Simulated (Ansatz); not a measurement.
## Debugging a many-body input for LiH (Fm-3m)

A first try at the G0W0 gap of LiH (Fm-3m), what the program said, and an input that works.

Main program and level: Ansatz 0.2.0; G0W0 on PBE, plane waves, PAW.

The database entry behind the starting cell differs from later determinations by our own check (the deuteride, about 0.2 % short), so it need not match the best structure at ambient conditions.

### 1. The structure

Symmetry: Fm-3m, No. 225, cubic system. The conventional cell has a = 4.074 Å, b = 4.074 Å, c = 4.074 Å, α = 90.00°, β = 90.00°, γ = 90.00°. Li has 6 H at 2.04 Å nearest. Nearest to H lie 6 Li at 2.04 Å. Farther neighbours are not listed.

The cell and positions come from the Crystallography Open Database and are kept as given unless a step says otherwise. The default PAW set here is soft_2. Its files were made with PBE.

### 2. First try

input.yaml reads:

```yaml
crystal:
  lattice:
    - [0.0, 2.03675, 2.03675]
    - [2.03675, 0.0, 2.03675]
    - [2.03675, 2.03675, 0.0]
  atoms:
    - { symbol: Li, position: [0.0, 0.0, 0.0] }
    - { symbol: H, position: [0.5, 0.5, 0.5] }
kpoints:
  mp_grid: { grid: [6, 6, 6] }
hamiltonian:
  xc: pbe
scf:
  occupations: { method: fixed }
gw:
  n_empty_bands: 4
  ecut_chi: 60
  qp_bands: [v1, c9]
  qp_kpoints: band_edges
  screening: { model: contour_deformation }
```

Command:

```sh
$ ansatz run input.yaml --threads 3 --pin off --max-ram 92160MiB --backend cuda --events-out ev --progress --plain --runs-dir out --devices 1 --max-vram 13GiB  # rebuilt from the run's record
```

Numbers of over 12 decimals in the logs are rounded to 6 here.

What it wrote:

```text
Error: invalid value for `gw.qp_bands`: [v1, c9] must end among the 6 bands that are solved (gw.n_empty_bands), of which c4 is the highest
```

Wall time 0.09 s (3 threads of AMD EPYC 7R13 (Zen 3), shared host); peak memory 0.1 GiB.

**What went wrong?**

The program refused the input before any cycle.

The program's message: “Error: invalid value for `gw.qp_bands`: [v1, c9] must end among the 6 bands that are solved (gw.n_empty_bands), of which c4 is the highest”

The fault: window above the summed bands. Levels can be corrected only among the bands that are solved.

### 3. A better input

G0W0 replaces the xc potential by the self-energy, built once from these orbitals. Only a window of levels is corrected, while the sums run over the empty bands that the input names.

Changes to input.yaml since step 2:

```diff
@@ -15,5 +15,5 @@
 gw:
-  n_empty_bands: 4
+  n_empty_bands: 17
   ecut_chi: 60
-  qp_bands: [v1, c9]
+  qp_bands: [v2, c2]
   qp_kpoints: band_edges
```

What it wrote:

```text
GPUs: using 1 of 1 available (devices: 1).
[...]
device memory: the entry about to start is reckoned to put 0.3 GiB on a device that reports 38.2 GiB free (of which the cap on the GPU budget leaves the run 13.0 GiB)
GPU FFT provider: cuFFT
GPU libraries: cuBLAS 13.8.2, cuFFT 12.4.0, cuSOLVER 12.3.4
Crystal: 2 atoms, lattice volume = 16.898 Å³
Basis set: ecut = 420 eV, 331 PW (Γ)
Bands: 6, of which v1, the nominal top of the filled ones, is band 2 counted from 1 (1 counted from 0)
Symmetry: 48 space group operations
[...]
k-points: 16 of 216
[...]
GPU buffer pool allocated for 8000 grid points (all kernels)
GPU transforms: local potential and band sums: pruned to the plane-wave sphere, on 18×20×20
[...]
SCF iter   1: F=—  HF=-221.386512 eV  |F-HF|=—  |Δ(HF+E_count)|=         —  Δρ=8.47e-4  dr2=5.58e-5  ethr=1.77e-3  ⟨swp⟩=4.0  Hψ=746  notcnv=0  defer=22
[...]
11     1    -43.7872   -44.6619     8.7159   -28.9339  0.7496   -51.9272   -50.7992  root ?
    11     2     -0.5315   -14.2012     2.5579   -10.5845  0.7528    -1.6139    -1.5903  root
    11     3      5.4773    -3.1246    -3.8343    -7.6399  0.7892     6.1667     6.1583  root
    11     4      7.5748    -4.0403    -4.0678    -8.7983  0.7693     8.2768     8.2650  root
    12     1    -43.7844   -44.6691     8.7169   -28.9389  0.7496   -51.9261   -50.7977  root ?
    12     2      0.4866   -14.6836     2.3375   -11.3458  0.7624    -0.5319    -0.5136  root
    12     3      3.5049    -3.6287    -3.3759    -7.6097  0.7990     4.1154     4.1099  root
    12     4     11.0677    -2.6164    -4.6914    -8.1689  0.7500    11.9367    11.9288  root
    15     1    -43.7842   -44.6683     8.7156   -28.9395  0.7496   -51.9253   -50.7974  root ?
    15     2      0.3317   -14.5565     2.3777   -11.1757  0.7610    -0.6902    -0.6714  root
    15     3      4.4917    -3.3645    -3.6110    -7.6245  0.7950     5.1476     5.1407  root
    15     4      7.4119    -2.7986    -4.1865    -7.6980  0.7734     8.1368     8.1247  root
[key lines of the parts left out:]
SCF converged after 6 iterations
Free energy (F): -221.386559 eV
Fermi energy:    0.486615 eV
```

Elapsed: 7.8 s, on 1 × NVIDIA H100 80GB HBM3 (shared by 6 runs) with 3 threads; peak memory 0.98 GiB.

In the SCF lines HF is the Harris–Foulkes energy and dr2 the Hartree energy of the density residual, in eV; the loop may stop once dr2 is under the threshold and the program's other checks hold. Hψ counts applications of the Hamiltonian.

This step gave:

| Item | Value |
| --- | --- |
| bands summed | 19 |
| RPA ε∞ on this mesh (eigenvalues) | 4.189, 4.189, 4.189 |
| plane waves in the screening matrix | 15 |
| q-points in the mesh | 216 |
| G0W0 gap on the mesh | 4.624 eV |
| k of the valence top | 0, -0.5, -0.5 |
| k of the conduction bottom | 0, -0.5, -0.5 |
| starting gap on the mesh | 3.018 eV |
| Z at the valence top | 0.7624 |
| Z at the conduction bottom | 0.7990 |
| least direct G0W0 gap on the computed points | 4.624 eV |

The gap on the mesh goes from 3.02 eV to 4.62 eV, a correction of +1.61 eV. Between the two edge states, bare exchange in place of the xc potential would open the gap by 7.32 eV, and correlation takes back 5.71 eV.

### 4. Outcome

* first try: refused after 0.09 s
* better run: G0W0 gap on the mesh 4.62 eV (6×6×6 mesh, 17 empty bands, screening to 60 eV)

**Reading.** The second run differs in: empty bands and levels asked. Bands and cutoff are finite, so the gap is not at the basis limit. The miss can reach some tenths of an eV and take either sign; the mesh is an error of its own.

[Paths, hosts, dates, memory and timing lines, banners, echoed tables and standing remarks are left out of the program output.]

[Logs are printed without paths, hosts, clocks, repeated set-up lines and the standing remarks that a program may print on its own settings, such as how far it seeks lower states.]

[Runs of the session that timed out or met a known fault of the program may be left out.]

[Cells called generated may have been cut or substituted from an entry of the Crystallography Open Database or the Materials Project.]

[Hosts, paths, dates, database ids (printed as entryN), source tags and the programs' standing remarks are cut or masked in the printed files.]
